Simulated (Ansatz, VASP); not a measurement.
One calculation of C, two programs

Contents of INCAR:

```
SYSTEM = C
ALGO     = Normal         ! electronic algorithm
EDIFF    = 1E-7           ! SCF threshold, eV
ENCUT    = 520            ! plane-wave cutoff, eV
GGA      = PE             ! functional
ISIF     = 2              ! what is computed and relaxed
ISMEAR   = -1             ! smearing method
LASPH    = .True.         ! aspherical terms in the spheres
LCHARG   = .False.        ! write CHGCAR
LREAL    = .False.        ! projectors in reciprocal space
LWAVE    = .False.        ! write WAVECAR
NBANDS   = 8              ! bands
NELM     = 100            ! most SCF steps
PREC     = Accurate       ! precision mode
SIGMA    = 0.03           ! smearing width, eV
```

File KPOINTS:

```
k-points
0
Gamma
  16 16 16
  0 0 0
```

POSCAR

```
C
1.0
   -1.1601191344      1.1601191344      1.1601191344
    1.1601191344     -1.1601191344      1.1601191344
    1.1601191344      1.1601191344     -1.1601191344
C
1
Direct
    0.0000000000      0.0000000000      0.0000000000
```

Input for Ansatz:

```yaml
crystal:
  lattice:
    - [-1.1601191344, 1.1601191344, 1.1601191344]
    - [1.1601191344, -1.1601191344, 1.1601191344]
    - [1.1601191344, 1.1601191344, -1.1601191344]
  atoms:
    - { symbol: C, position: [0.0, 0.0, 0.0] }
kpoints:
  mp_grid: { grid: [16, 16, 16] }
scf:
  occupations: { method: fermi_dirac, width: 0.03 }
hamiltonian:
  xc: pbe
  pseudopotentials: { kind: all_electron, lapw: { basis_error: 0.00025 } }
output:
  forces: true
  stress: true
  eigenvalues: true
```

Change from the starting cell: volume scaled by 0.9405.

Alike in both runs: task single point; functional PBE; k mesh 16 × 16 × 16; occupations fermi-dirac, width 0.03 eV; no spin polarisation.

|  | VASP | Ansatz |
| --- | --- | --- |
| version | VASP 6.6.1 | Ansatz 0.2.0 |
| potentials or method | VASP PAW PBE potentials, release 64 (C) | all-electron LAPW, scalar-relativistic |
| plane-wave cutoff (eV) | 520 | see its input |

Ansatz gave:

```
pressure (GPa) : 13.2
```

What did VASP give for the same quantities?

Pressure (GPa): 13.4.

Ansatz ran all-electron here, so the differences hold the error of VASP's frozen core and of both bases.
